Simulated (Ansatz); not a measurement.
# BAs: what a change of element does

Method: PBE, scalar-relativistic; spin polarisation where moments were expected; PAW, 420 eV, Gaussian smearing of 0.05 eV; code Ansatz.

BAs was relaxed to zero pressure in the COD cell structure.

The structure is cubic, space group F-43m (No. 216). Conventional cell: a = 4.809 Å, b = 4.809 Å, c = 4.809 Å, α = 90.00°, β = 90.00°, γ = 90.00°. B (site symmetry -43m) has 4 As at 2.08 Å as nearest neighbours. Around As (site symmetry -43m) lie 4 B at 2.08 Å. Neighbours are those within 15 % of a site's shortest distance, so a longer bond may be listed from one end only.

Results for BAs: a (Å) 4.809, V (Å³/atom) 13.90, shortest unlike bond (Å) 2.08, gap (eV) 1.20, B0 (GPa) 131, E_f (eV/atom) -0.03.

Task: All As is replaced by N and the cell relaxed again in the same space group. What comes out?

Result: BN: a (Å) 3.625, V (Å³/atom) 5.95, shortest unlike bond (Å) 1.57, gap (eV) 4.46, B0 (GPa) 371, E_f (eV/atom) -1.17.

The volume changes by −57.2 %, or −24.6 % in mean length, and the shortest unlike bond by -0.51 Å. The bulk modulus goes from 131.4 to 371.4 GPa. The formation energy moves by -1.14 eV/atom, so BN is the more strongly bound against its own elements.

Gaps are (generalised) Kohn–Sham gaps. E_f is the formation energy from the elements run alike, at 0 K, without zero-point energy or any correction for the binding of gas molecules or dispersion between the molecules, chains or layers of the solid elements; it is good to about 0.01 eV/atom as a calculation.

All runs used the PAW datasets of the set soft_2.
